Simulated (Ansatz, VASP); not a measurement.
One calculation of SnO, two programs

```
Sn O
1.0
     3.30111    0.00000    0.00000
     0.00000    3.30111    0.00000
     0.00000    0.00000    3.30111
Sn O
1 1
Cartesian
  0.0000 0.0000 0.0000
  1.6506 1.6506 1.6506
```

Alike in both runs: task single point; functional PBE; k mesh 8 × 8 × 8; occupations gaussian, width 0.02 eV; no spin polarisation.

```csv
,VASP,Ansatz
version,VASP 6.6.1,Ansatz 0.2.0
potentials or method,"VASP PAW PBE potentials, release 64 (Sn_d, O)","scalar-relativistic, plane waves, PAW"
plane-wave cutoff (eV),520,420
valence electrons in the cell,20,20
```

|  | VASP | Ansatz | Ansatz less VASP |
| --- | --- | --- | --- |
| gap on the k mesh at the Fermi level (eV) | 0.33 | 0.33 | -0.001 |
| least direct gap on the mesh (eV) | 0.34 | 0.34 | +0.001 |
| pressure (GPa) | -10.8 | -10.7 | +0.11 |

Caveats: spin-orbit coupling is left out, which moves the levels of the heavy elements.
